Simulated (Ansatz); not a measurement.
## Compressing CuO: a fit and a missing row

CuO, Cccm, a = 4.085 Å, b = 4.101 Å, c = 5.092 Å. This isn't the usual stable structure of the compound. Ansatz: PBEsol, PAW, 420 eV, Γ-centred 14×14×8 mesh on 4 atoms, Gaussian smearing 0.10 eV; no spin polarisation. Shape and atoms are relaxed at each volume; pressure is positive in compression.

```tsv
V (Å³/atom)	P (GPa)
10.023	?
10.343	5.00
10.663	0.00
10.983	-4.31
11.303	-8.00
11.729	-12.12
```

Question: Take V0 = 10.663 Å³/atom, fit the third-order Birch–Murnaghan form to the other rows, and predict the missing pressure.

Answer: With the Eulerian strain f = ½[(V0/V)^(2/3) − 1] and y = P/[3f(1 + 2f)^(5/2)], the form is the line y = B0 + 1.5 B0 (B0′ − 4) f. Rows (f, y): 0.01026, 154.4; -0.00976, 154.6; -0.01906, 154.2; -0.03077, 153.9. Means f = -0.01233, y = 154.28; Σ(Δf)² = 0.0009022, ΣΔfΔy = 0.01108; the slope is their ratio. y = 154.4 + 12.28 f GPa, so B0 = 154.4 GPa and B0′ = 4 + 2 × (12.28)/(3 × 154.4) = 4.05. At V = 10.023, f = 0.02106, y = 154.66 and P = 10.83 GPa. The run gave 10.73 GPa, so the fit is 0.10 GPa too high, a small miss on the scale of the series. The form still works here, 23 % of the fitted range beyond its end.

Spin polarisation was left out, and a magnetic state may lie lower.